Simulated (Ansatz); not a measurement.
## Cs: pressure against volume

Cs, P6_3/mmc, a = 5.566 Å, c = 18.522 Å. This isn't the element's structure at ambient conditions. Ansatz: r2SCAN, PAW, 500 eV, Γ-centred 9×9×4 mesh on 4 atoms, Gaussian smearing 0.10 eV; no spin polarisation. Shape and atoms are relaxed at each volume; pressure is positive in compression.

```
V (Å³/atom) P (GPa)
    116.775     0.12
    120.501     0.06
    124.228     0.00
    127.955        ?
    131.682    -0.10
```

Question: Take V0 = 124.228 Å³/atom, fit the third-order Birch–Murnaghan form to the other rows, and predict the missing pressure.

Answer: With the Eulerian strain f = ½[(V0/V)^(2/3) − 1] and y = P/[3f(1 + 2f)^(5/2)], the form is the line y = B0 + 1.5 B0 (B0′ − 4) f. Rows (f, y): 0.02105, 1.71; 0.01026, 1.85; -0.01905, 1.93. Means f = 0.004087, y = 1.8300; Σ(Δf)² = 0.0008612, ΣΔfΔy = -0.004226; the slope is their ratio. y = 1.850 − 4.907 f GPa, so B0 = 1.9 GPa and B0′ = 4 + 2 × (-4.907)/(3 × 1.850) = 2.23. At V = 127.955, f = -0.00976, y = 1.898 and P = -0.05 GPa. The run gave -0.05 GPa, the same to the digits shown. For so soft a crystal pressures to 0.01 GPa are coarse: rounding alone can shift a y by 0.15 GPa, so B0′ is rough.

Cost: 5 runs of about 10 core-minutes in all, on Arm Neoverse V2 (shared hosts).